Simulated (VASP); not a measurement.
# NaI (Fm-3m) in VASP: a series of runs

Runs on NaI. Level: PBEsol. Tasks: relaxation of cell and atoms.

Program: VASP 6.6.1. These are calculated values, not measurements. Logs are shortened: lines on timing, memory, paths and dates and some standing lists are left out, and cuts for length are marked.

**1. The structure**

It takes space group Fm-3m (No. 225, cubic). The conventional cell has a = 6.473 Å, b = 6.473 Å, c = 6.473 Å, α = 90.00°, β = 90.00°, γ = 90.00°. Around Na (site symmetry m-3m) lie 6 I at 3.24 Å. Around I (site symmetry m-3m) lie 6 Na at 3.24 Å.

**2. Relaxation of cell and atoms, PBEsol**

Contents of INCAR:

```
  PREC = Accurate
  ENCUT = 600
  EDIFF = 1E-6
  ISMEAR = 0
  SIGMA = 0.03
  LREAL = False
  LASPH = True
  NELM = 80
  ALGO = Normal
  ISIF = 3
  LWAVE = False
  LCHARG = False
  GGA = PS
  IBRION = 2
  NSW = 90
  EDIFFG = -0.01
  KPAR = 4
```

Contents of KPOINTS:

```
regular mesh
0
Gamma
  8 8 8
```

Contents of POSCAR:

```
NaI
1.0
    0.0000000000      3.2364000000      3.2364000000
    3.2364000000      0.0000000000      3.2364000000
    3.2364000000      3.2364000000      0.0000000000
Na I
1 1
Direct
    0.0000000000      0.0000000000      0.0000000000
    0.5000000000      0.5000000000      0.5000000000
```

Potentials or basis: VASP PAW PBE potentials, release 64 (Na_pv, I).

Command:

```bash
> cat potpaw_PBE.64/Na_pv/POTCAR potpaw_PBE.64/I/POTCAR > POTCAR
> mpirun -np 4 vasp_std > vasp.out
```

OUTCAR:

```text
PREC = Accurate
   ENCUT = 600
   EDIFF = 1E-6
   ISMEAR = 0
   LREAL = False
   LASPH = True
   NELM = 80
   ISIF = 3
   GGA = PS
   IBRION = 2
   NSW = 90
   EDIFFG = -0.01

 ion  position               nearest neighbor table
   1  0.000  0.000  0.000-
   2  0.500  0.500  0.500-

  LATTYP: Found a face centered cubic cell.
 ALAT       =     6.4728000000

  Lattice vectors:

 A1 = (   0.0000000000,   3.2364000000,   3.2364000000)
 A2 = (   3.2364000000,   0.0000000000,   3.2364000000)
 A3 = (   3.2364000000,   3.2364000000,   0.0000000000)

Analysis of symmetry for initial positions (statically):
=====================================================================
 Subroutine PRICEL returns:
 Original cell was already a primitive cell.

 Routine SETGRP: Setting up the symmetry group for a
 face centered cubic supercell.

 Subroutine GETGRP returns: Found 48 space group operations
 (whereof 48 operations were pure point group operations)
 out of a pool of 48 trial point group operations.

The static configuration has the point symmetry O_h .

Analysis of symmetry for dynamics (positions and initial velocities):
=====================================================================
 Subroutine PRICEL returns:
 Original cell was already a primitive cell.

 Routine SETGRP: Setting up the symmetry group for a
 face centered cubic supercell.

 Subroutine GETGRP returns: Found 48 space group operations
 (whereof 48 operations were pure point group operations)
 out of a pool of 48 trial point group operations.

The dynamic configuration has the point symmetry O_h .

 Subroutine INISYM returns: Found 48 space group operations
 (whereof 48 operations are pure point group operations),
 and found     1 'primitive' translations

----------------------------------------------------------------------------------------

                                     Primitive cell

  volume of cell :      67.7980

  direct lattice vectors                    reciprocal lattice vectors
     0.000000000  3.236400000  3.236400000    -0.154492646  0.154492646  0.154492646
     3.236400000  0.000000000  3.236400000     0.154492646 -0.154492646  0.154492646
     3.236400000  3.236400000  0.000000000     0.154492646  0.154492646 -0.154492646

  length of vectors
     4.576960773  4.576960773  4.576960773     0.267589113  0.267589113  0.267589113

  position of ions in fractional coordinates (direct lattice)
     0.000000000  0.000000000  0.000000000
     0.500000000  0.500000000  0.500000000

  ion indices of the primitive-cell ions
   primitive index   ion index
                 1           1
                 2           2

----------------------------------------------------------------------------------------

 KPOINTS: regular mesh

Automatic generation of k-mesh.
 Grid dimensions read from file:
 generate k-points for:    8    8    8

 Generating k-lattice:

  Cartesian coordinates                     Fractional coordinates (reciprocal lattice)
    -0.019311581  0.019311581  0.019311581     0.125000000  0.000000000  0.000000000
     0.019311581 -0.019311581  0.019311581     0.000000000  0.125000000  0.000000000
     0.019311581  0.019311581 -0.019311581     0.000000000  0.000000000  0.125000000

  Length of vectors
     0.033448639  0.033448639  0.033448639

  Shift w.r.t. Gamma in fractional coordinates (k-lattice)
     0.000000000  0.000000000  0.000000000

 Subroutine IBZKPT returns following result:
 ===========================================

 Found     29 irreducible k-points:

 Following reciprocal coordinates:
            Coordinates               Weight
  0.000000  0.000000  0.000000      1.000000
  0.125000  0.000000  0.000000      8.000000
  0.250000  0.000000  0.000000      8.000000
  0.375000  0.000000  0.000000      8.000000
  0.500000  0.000000  0.000000      4.000000
  0.125000  0.125000  0.000000      6.000000
[... 16 lines left out ...]
  0.500000  0.250000  0.125000     48.000000
 -0.375000  0.250000  0.125000     24.000000
 [... further k-points ...]
   k-points           NKPTS =     29   k-points in BZ     NKDIM =     29   number of bands    NBANDS=     11
   number of dos      NEDOS =    301   number of ions     NIONS =      2
   total plane-waves  NPLWV =  64000
   dimension x,y,z NGX =    40 NGY =   40 NGZ =   40
   dimension x,y,z NGXF=    80 NGYF=   80 NGZF=   80
   ions per type =               1   1
   NGX,Y,Z   is equivalent  to a cutoff of  14.53, 14.53, 14.53 a.u.
   NGXF,Y,Z  is equivalent  to a cutoff of  29.06, 29.06, 29.06 a.u.
 SYSTEM =  unknown system
   PREC   = accura    normal or accurate (medium, high low for compatibility)
   ISTART =      0    job   : 0-new  1-cont  2-samecut
   ICHARG =      2    charge: 1-file 2-atom 10-const
   ISPIN  =      1    spin polarized calculation?
   LNONCOLLINEAR =      F non collinear calculations
   LSORBIT =      F    spin-orbit coupling
   LASPH  =      T    aspherical Exc in radial PAW
   ENCUT  =  600.0 eV  44.10 Ry    6.64 a.u.   9.14  9.14  9.14*2*pi/ulx,y,z
   NELM   =     80;   NELMIN=  2; NELMDL= -5     # of ELM steps
   EDIFF  = 0.1E-05   stopping-criterion for ELM
   LREAL  =      F    real-space projection
   EDIFFG = -.1E-01   stopping-criterion for IOM
   NSW    =     90    number of steps for IOM
   IBRION =      2    ionic relax: 0-MD 1-quasi-New 2-CG
   NFREE  =      1    steps in history (QN), initial steepest desc. (CG)
   ISIF   =      3    stress and relaxation
   ISYM   =      2    0-nonsym 1-usesym 2-fastsym
   POTIM  = 0.5000    time-step for ionic-motion
   TEBEG  =    0.0;   TEEND  =   0.0 temperature during run
   PSTRESS=    0.0 pullay stress
   NELECT =      14.0000    total number of electrons
   NUPDOWN=      -1.0000    fix difference up-down
   EMIN   =  10.00;   EMAX   =-10.00  energy-range for DOS
   EFERMI =   0.00;   METHOD = LEGACY
   ISMEAR =     0;   SIGMA  =   0.03  broadening in eV -4-tet -1-fermi 0-gaus
   EFERMI_NEDOS =   21; number of points for ismear=-14 and -15
   IALGO  =     38    algorithm
   IMIX   =      4    mixing-type and parameters
     AMIX     =   0.40;   BMIX     =  1.00
     AMIX_MAG =   1.60;   BMIX_MAG =  1.00
  volume/ion in A,a.u.               =      33.90       228.76
  Fermi-wavevector in a.u.,A,eV,Ry     =   0.967636  1.828567 12.739397  0.936319
  Thomas-Fermi vector in A             =   2.097538
   LORBIT       =      0    0 simple, 1 ext, 2 COOP (PROOUT), +10 PAW based schemes
   GGA     = PS    functional components
   LHFCALC =     F    Hartree Fock is set to
   AEXX    =    0.0000 exact exchange contribution
   IVDW    =     0    specifies the selected vdW correction
   LEPSILON=     F    determine dielectric tensor
   LRPA    =     F    only Hartree local field effects (RPA)
 conjugate gradient relaxation of ions
 non-spin polarized calculation
 Gauss-broadening in eV      SIGMA  =   0.03
  energy-cutoff  :      600.00
  volume of cell :       67.80
 maximum number of plane-waves:      2276
 NGX is ok and might be reduce to    40
   NGX = 19   NGY = 19   NGZ = 19

--------------------------------------- Ionic step        1  -------------------------------------------

 number of electron      13.9999994 magnetization

 Free energy of the ion-electron system (eV)
  ---------------------------------------------------
  ext. energy  EPLUGINS =         0.00000000
  ---------------------------------------------------
  free energy    TOTEN  =        -5.66693821 eV

  energy without entropy =       -5.66693821  energy(sigma->0) =       -5.66693821

------------------------ aborting loop because EDIFF is reached ----------------------------------------

  FORCE on cell =-STRESS in cart. coord.  units (eV):
  Direction    XX          YY          ZZ          XY          YZ          ZX
  --------------------------------------------------------------------------------------
  -------------------------------------------------------------------------------------
  Total       -0.2042847     -0.2042847     -0.2042847      0.0000000      0.0000000      0.0000000
  in kB       -4.8275844     -4.8275844     -4.8275844      0.0000000      0.0000000      0.0000000
  external PRESSURE =      -4.8275844 kB  Pullay stress =       0.0000000 kB
[... 57 lines left out ...]
  energy  without entropy=       -5.6692755894  energy(sigma->0) =       -5.66927559

--------------------------------------- Ionic step        3  -------------------------------------------

 number of electron      14.0000002 magnetization

 Free energy of the ion-electron system (eV)
  ---------------------------------------------------
  ext. energy  EPLUGINS =         0.00000000
  ---------------------------------------------------
  free energy    TOTEN  =        -5.67013563 eV

  energy without entropy =       -5.67013563  energy(sigma->0) =       -5.67013563

 E-fermi :   1.0493     XC(G=0):  -7.9623

 val. band max:        0.9193837581   @ k =   0.0000   0.0000   0.0000
 cond. band min:       4.4990124062   @ k =   0.0000   0.0000   0.0000
 fundamental gap:      3.5796286481
 Fermi energy:         1.0493291971

 k-point     1 :       0.0000    0.0000    0.0000
  band No.  band energies     occupation
      1     -21.2953      2.00000
      2     -21.2953      2.00000
      3     -21.2953      2.00000
      4     -10.2135      2.00000
      5       0.9194      2.00000
      6       0.9194      2.00000
      7       0.9194      2.00000
      8       4.4990      0.00000
      9       8.7639      0.00000
     10       8.7639      0.00000
     11       8.7639      0.00000
[... 309 lines left out ...]
 k-point    24 :      -0.3750    0.2500    0.1250
  band No.  band energies     occupation
      1     -21.3006      2.00000
      2     -21.2972      2.00000
      3     -21.2963      2.00000
      4      -9.8223      2.00000
      5      -1.1156      2.00000
      6      -0.0643      2.00000
      7       0.3962      2.00000
      8       6.9569      0.00000
      9       7.2077      0.00000
     10       9.1740      0.00000
     11       9.1908      0.00000

 [... further k-points ...]

------------------------ aborting loop because EDIFF is reached ----------------------------------------

  FORCE on cell =-STRESS in cart. coord.  units (eV):
  Direction    XX          YY          ZZ          XY          YZ          ZX
  --------------------------------------------------------------------------------------
  -------------------------------------------------------------------------------------
  Total       -0.0123185     -0.0123185     -0.0123185      0.0000000      0.0000000     -0.0000000
  in kB       -0.2995677     -0.2995677     -0.2995677      0.0000000      0.0000000     -0.0000000
  external PRESSURE =      -0.2995677 kB  Pullay stress =       0.0000000 kB
[... 17 lines left out ...]
  FREE ENERGIE OF THE ION-ELECTRON SYSTEM (eV)
  ---------------------------------------------------
  free  energy   TOTEN  =        -5.6701356323 eV

  energy  without entropy=       -5.6701356323  energy(sigma->0) =       -5.67013563

 reached required accuracy - stopping structural energy minimisation
```

It took 17 s on 4 MPI ranks of AMD EPYC 9R45 (Zen 5), shared host; peak memory 0.24 GiB.

What came out:

| Quantity | Value |
| --- | --- |
| Free energy | -5.6701 eV |
| Relaxed volume | 32.94 Å³/atom |
| Relaxed cell | a = 4.533 Å, b = 4.533 Å, c = 4.533 Å, α = 60.00°, β = 60.00°, γ = 60.00° |
| Space group after relaxing (to 0.05 Å) | Fm-3m (No. 225) |
| Energy gained by relaxing | 1.6 meV/atom |
| Ionic steps | 3 |
| Pressure after relaxing | 0.0 GPa |
| Band gap on the k mesh | 3.58 eV, direct |

The path:
```csv
step,energy change (eV),largest force (eV/Å),pressure (GPa),volume (Å³)
1,0.0000,0.0000,-0.48,67.80
2,-0.0023,0.0000,-0.26,66.80
3,-0.0032,0.0000,-0.03,65.88
```

Final structure:
```
Na I
1.0
     0.00000    3.20564    3.20564
     3.20564    0.00000    3.20564
     3.20564    3.20564    0.00000
Na I
1 1
Cartesian
  0.0000 0.0000 0.0000
  3.2056 3.2056 3.2056
```

Levels at points of the mesh, in eV from the valence-band top:
```csv
k point,band 5,band 6,band 7,band 8,band 9,band 10
"(0.00, 0.00, 0.00)",0.00,0.00,0.00,3.58,7.84,7.84
"(0.50, 0.00, 0.00)",-2.32,-0.30,-0.30,4.95,7.40,7.40
"(0.50, 0.50, 0.00)",-2.04,-0.80,-0.80,4.46,5.37,9.90
```

Caveat: the PAW data sets were made with another functional, which shifts forces and pressure a little; spin-orbit coupling is left out, which moves the levels of the heavy elements.

**3. Relaxation of cell and atoms, PBEsol**

This run uses another cell than the first one, of 32.94 Å³/atom, 0.972 times its volume.

Edit INCAR of step 2 so:

```diff
@@ -2,3 +2,3 @@
   ENCUT = 600
-  EDIFF = 1E-6
+  EDIFF = 1E-7
   ISMEAR = 0
@@ -15,3 +15,3 @@
   NSW = 90
-  EDIFFG = -0.01
+  EDIFFG = -0.005
   KPAR = 4
```

KPOINTS is that of step 2.

Contents of POSCAR:

```
NaI                                     
1.0
    0.0000000000      3.2056390848      3.2056390848
    3.2056390848      0.0000000000      3.2056390848
    3.2056390848      3.2056390848      0.0000000000
  Na              I             
     1     1
Direct
     0.0000000000000000    0.0000000000000000    0.0000000000000000
     0.5000000000000000    0.5000000000000000    0.5000000000000000
```

Potentials or basis: VASP PAW PBE potentials, release 64 (Na_pv, I).

Command:

```bash
> cat potpaw_PBE.64/Na_pv/POTCAR potpaw_PBE.64/I/POTCAR > POTCAR
> mpirun -np 4 vasp_std > vasp.out
```

It took 8.3 s on 4 MPI ranks of AMD EPYC 9R45 (Zen 5), shared host; peak memory 0.21 GiB.

It converged, with:

```
Free energy                            : -5.6700 eV
Relaxed volume                         : 32.91 Å³/atom
Relaxed cell                           : a = 4.532 Å, b = 4.532 Å, c = 4.532 Å, α = 60.00°, β = 60.00°, γ = 60.00°
Space group after relaxing (to 0.05 Å) : Fm-3m (No. 225)
Energy gained by relaxing              : 0.0 meV/atom
Ionic steps                            : 2
Pressure after relaxing                : 0.0 GPa
Band gap on the k mesh                 : 3.58 eV, direct
```

Final structure:
```
Na I
1.0
     0.00000    3.20455    3.20455
     3.20455    0.00000    3.20455
     3.20455    3.20455    0.00000
Na I
1 1
Direct
  0.00000 0.00000 0.00000
  0.50000 0.50000 0.50000
```

Levels at points of the mesh, in eV from the valence-band top:
```csv
k point,band 5,band 6,band 7,band 8,band 9,band 10
"(0.00, 0.00, 0.00)",0.00,0.00,0.00,3.58,7.84,7.84
"(0.50, 0.00, 0.00)",-2.33,-0.30,-0.30,4.95,7.40,7.40
"(0.50, 0.50, 0.00)",-2.04,-0.80,-0.80,4.46,5.37,9.90
```

Caveat: the PAW data sets were made with another functional, which shifts forces and pressure a little; spin-orbit coupling is left out, which moves the levels of the heavy elements.
